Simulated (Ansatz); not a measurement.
Ga:

```
Ga
1.0
     1.38300   -4.02650    0.00000
     1.38300    4.02650    0.00000
    -0.11745    0.00000    3.32993
Ga
2
Cartesian
  1.2949 2.9716 2.4974
  1.3536 -2.9716 0.8325
```

This isn't the form of Ga at room conditions, which is orthorhombic.

* Program: Ansatz 0.2.0
* Task: relaxation of cell and atoms
* Functional: BLYP
* Dispersion: D4
* Potentials or basis: all-electron LAPW, scalar-relativistic
* Basis error allowed: 0.001 eV/atom
* k mesh: 10 × 10 × 8
* Occupations: fermi-dirac, width 0.05 eV
* Spin: no spin polarisation

At the start: volume 18.54 Å³/atom.

Q: How do energy, volume and symmetry change on relaxing?

A: Over 12 steps the energy falls by 4.9 meV/atom and the volume is 18.32 Å³/atom (-1.2 %); space group Cmcm (No. 63, to 0.05 Å).

Step by step:
| step | energy change (eV) | largest force (eV/Å) | volume (Å³) |
| --- | --- | --- | --- |
| 1 | 0.0000 | 0.1611 | 37.09 |
| 2 | -0.0065 | 0.0114 | 36.47 |
| 3 | -0.0075 | 0.0145 | 36.49 |
| 4 | -0.0078 | 0.0008 | 36.59 |
| 5 | -0.0083 | 0.0027 | 36.61 |
| 6 | -0.0089 | 0.0080 | 36.61 |
| 7 | -0.0093 | 0.0057 | 36.60 |
| 8 | -0.0093 | 0.0048 | 36.62 |
| 9 | -0.0096 | 0.0019 | 36.63 |
| 10 | -0.0097 | 0.0052 | 36.65 |
| 11 | -0.0097 | 0.0002 | 36.65 |
| 12 | -0.0098 | 0.0002 | 36.65 |

Final structure:
```yaml
crystal:
  lattice:
    - [1.42274, -4.02638, 0.02587]
    - [1.42274, 4.02638, 0.02587]
    - [-0.05854, 0.00000, 3.19752]
  atoms:
    - { symbol: Ga, position: [0.13472, 0.86528, 0.75000] }
    - { symbol: Ga, position: [0.86528, 0.13472, 0.25000] }
```
